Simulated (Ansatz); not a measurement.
The geometry is COD entry 4117966, unchecked; take it as a test cell. The listed cell was then made from it by scaling, straining or moving an atom.

An input for MnO: DFT, PBEsol, all-electron LAPW, scalar-relativistic (Ansatz 0.2.0).

Command: `ansatz run input.yaml --threads 1 --pin off --max-ram 6144MiB --backend cpu --events-out ev --progress --plain --runs-dir out` The run took 5.5 min on 1 thread of Intel(R) Xeon(R) Platinum 8488C (Sapphire Rapids), with other jobs on the host, peak memory 1.3 GiB.

```yaml
crystal:
  lattice:
    - [3.3940307253, 0.0, 0.0]
    - [-1.6970153626, 2.9393168293, 0.0]
    - [0.0, 0.0, 5.4211666023]
  atoms:
    - { symbol: Mn, position: [0.3333333333, 0.6666666667, 0.01096], spin: 4.0 }
    - { symbol: Mn, position: [0.6666666667, 0.3333333333, 0.51096], spin: 4.0 }
    - { symbol: O, position: [0.3333333333, 0.6666666667, 0.37547] }
    - { symbol: O, position: [0.6666666667, 0.3333333333, 0.87547] }
magnetization:
  spin_polarized: true
kpoints:
  mp_grid: { grid: [14, 14, 8] }
  band_path:
    path:
      - [0.0, 0.0, 0.0]
      - [0.5, 0.0, 0.0]
      - [0.3333333333, 0.3333333333, 0.0]
      - [0.0, 0.0, 0.0]
      - [0.0, 0.0, 0.5]
      - [0.5, 0.0, 0.5]
      - [0.3333333333, 0.3333333333, 0.5]
      - [0.0, 0.0, 0.5]
      - [0.5, 0.0, 0.5]
    npoints: 5
scf:
  occupations: { method: fermi_dirac, width: 0.05 }
hamiltonian:
  xc: pbesol
  pseudopotentials: { kind: all_electron, lapw: { basis_error: 0.0005 } }
output:
  forces: true
  stress: true
  eigenvalues: true
```

Set-up and iterations as logged by Ansatz (the results part is left out, to be predicted):

```
LAPW: plane waves up to 10.866 Å⁻¹, error target 5.0e-4 eV per atom; small_component_spin mean_spin; O in spheres of 0.900 Å, 8 of its electrons in bands, Dirac shells []; Mn in spheres of 1.076 Å, 21 of its electrons in bands, Dirac shells []
Engine: ansatz 0.2.0
Pseudopotentials: kind: all_electron
Pseudopotential: Mn, LAPW, valence charge 21, Koelling and Harmon's equation, gaussian nucleus
Pseudopotential: O, LAPW, valence charge 8, Koelling and Harmon's equation, gaussian nucleus
Functional definition: PBEsol
  exchange = pbesol_x
  correlation = pbesol_c
Crystal: 4 atoms, lattice volume = 54.082 Å³
Basis set: ecut = 449.85087321321635 eV, 1165 PW (Γ), exchange–correlation at level 2
Bands: 40, of which v1, the nominal top of the filled ones, is band 29 counted from 1 (28 counted from 0)
Symmetry: 12 space group operations
Space group: P63mc (ITA 186), of the structure as read, at distance tolerance 3.8e-5 Å
Magnetic group: BNS 186.203 (UNI 1433), of the structure as read, at distance tolerance 3.8e-5 Å
k-points: 120 of 1568 (time reversal used)
Non-local potential: Mn, projectors of the file, none
Non-local potential: O, projectors of the file, none
Initial density: superposition of atomic densities (chi_scale 0.1, normalization cell, long waves kept (reshape's long-wave potential 0.00 eV rms))
Starting moments: Σ|m| = 8 μB on 2 of 4 sites
Initial wavefunctions: plane waves of lowest kinetic energy (no species holds an atomic orbital)
Functional: x = pbesol(κ = 0.804, μ = 0.12345679012345678), c = pbesol(β = 0.046)
iter 1 solved again at ethr=1.14e-2 eV; its pass at ethr=1.00e-1 eV (dr2=6.59e0 eV) is discarded
SCF iter   1: F=—  HF=-67081.906622 eV  |F-HF|=—  |Δ(HF+E_count)|=         —  Δρ=5.95e-2 (↑5.89e-2 ↓5.95e-2)  dr2=6.59e0  dr2_m=5.93e-1  β_m=0.30  ethr=1.14e-2  ⟨swp⟩=2.0  Hψ=56392  notcnv=0
Mixer restart at iter 1: flushing history
SCF iter   2: F=—  HF=-67079.459130 eV  |F-HF|=—  |Δ(HF+E_count)|=    2.45e0  Δρ=3.44e-2 (↑3.44e-2 ↓3.18e-2)  dr2=1.91e0  dr2_m=2.55e-1  β_m=0.43  ethr=1.14e-2  ⟨swp⟩=2.0  Hψ=27840  notcnv=0
SCF iter   3: F=—  HF=-67079.088378 eV  |F-HF|=—  |Δ(HF+E_count)|=   3.71e-1  Δρ=1.58e-2 (↑1.58e-2 ↓1.47e-2)  dr2=6.03e-1  dr2_m=2.96e-2  β_m=0.52  ethr=3.29e-3  ⟨swp⟩=2.0  Hψ=27450  notcnv=0
SCF iter   4: F=—  HF=-67079.006929 eV  |F-HF|=—  |Δ(HF+E_count)|=         —  Δρ=5.89e-3 (↑5.89e-3 ↓5.48e-3)  dr2=1.06e-1  dr2_m=7.40e-4  β_m=0.63  ethr=1.04e-3  ⟨swp⟩=2.0  Hψ=29224  notcnv=0
the basis was enlarged: its passes take 1.1 MiB over the memory plan, 2 of 2 planned eigensolver slots
SCF iter   5: F=—  HF=-67079.006553 eV  |F-HF|=—  |Δ(HF+E_count)|=         —  Δρ=3.01e-3 (↑2.81e-3 ↓3.01e-3)  dr2=2.20e-2  dr2_m=9.45e-4  β_m=0.63  ethr=1.83e-4  ⟨swp⟩=2.0  Hψ=29281  notcnv=0
Mixer restart at iter 5: flushing history
SCF iter   6: F=—  HF=-67079.008384 eV  |F-HF|=—  |Δ(HF+E_count)|=   1.83e-3  Δρ=2.02e-3 (↑1.88e-3 ↓2.02e-3)  dr2=1.33e-2  dr2_m=3.85e-5  β_m=0.64  ethr=3.79e-5  ⟨swp⟩=2.0  Hψ=28259  notcnv=0
SCF iter   7: F=—  HF=-67079.008525 eV  |F-HF|=—  |Δ(HF+E_count)|=   1.40e-4  Δρ=1.41e-3 (↑1.24e-3 ↓1.41e-3)  dr2=5.90e-3  dr2_m=7.53e-5  β_m=0.68  ethr=2.30e-5  ⟨swp⟩=2.0  Hψ=26698  notcnv=0
SCF iter   8: F=—  HF=-67079.009809 eV  |F-HF|=—  |Δ(HF+E_count)|=   1.28e-3  Δρ=4.79e-4 (↑4.79e-4 ↓4.65e-4)  dr2=7.73e-4  dr2_m=3.23e-6  β_m=0.73  ethr=1.02e-5  ⟨swp⟩=2.5  Hψ=28171  notcnv=0
SCF iter   9: F=—  HF=-67079.010180 eV  |F-HF|=—  |Δ(HF+E_count)|=   3.71e-4  Δρ=1.96e-4 (↑1.96e-4 ↓1.79e-4)  dr2=1.02e-4  dr2_m=2.72e-6  β_m=0.78  ethr=1.33e-6  ⟨swp⟩=2.5  Hψ=27075  notcnv=0
iter 10 solved again at ethr=1.24e-8 eV; its pass at ethr=1.76e-7 eV (dr2=7.19e-6 eV) is discarded
SCF iter  10: F=—  HF=-67079.010251 eV  |F-HF|=—  |Δ(HF+E_count)|=   7.05e-5  Δρ=5.78e-5 (↑5.78e-5 ↓5.17e-5)  dr2=7.19e-6  dr2_m=2.36e-7  β_m=0.89  ethr=1.24e-8  ⟨swp⟩=2.0  Hψ=46830  notcnv=0
SCF iter  11: F=—  HF=-67079.010255 eV  |F-HF|=—  |Δ(HF+E_count)|=   4.03e-6  Δρ=1.51e-5 (↑1.29e-5 ↓1.51e-5)  dr2=6.33e-7  dr2_m=2.46e-9  β_m=0.95  ethr=1.24e-8  ⟨swp⟩=2.6  Hψ=27181  notcnv=0
SCF iter  12: F=-67079.010255 eV  HF=-67079.010255 eV  |F-HF|=1.46e-8  |Δ(HF+E_count)|=   3.05e-7  Δρ=5.01e-6 (↑4.46e-6 ↓5.01e-6)  dr2=6.82e-8  dr2_m=1.01e-9  ethr=1.09e-9  ⟨swp⟩=2.5  Hψ=27102  notcnv=0
```

Semilocal functionals without U often leave such compounds metallic or with too small a gap, and the real magnetic order may differ.

**Question.** What pressure will this run report?

**Answer.** -1.65 GPa (positive in compression).

**Question.** What moment will the cell end with?

**Answer.** 9.99 μB.

**Question.** How large will the largest force be?

**Answer.** 0.541 eV/Å.

**Question.** Is there a band gap?

**Answer.** None at this level of theory (metallic, semimetallic, or a small gap that the functional closes).
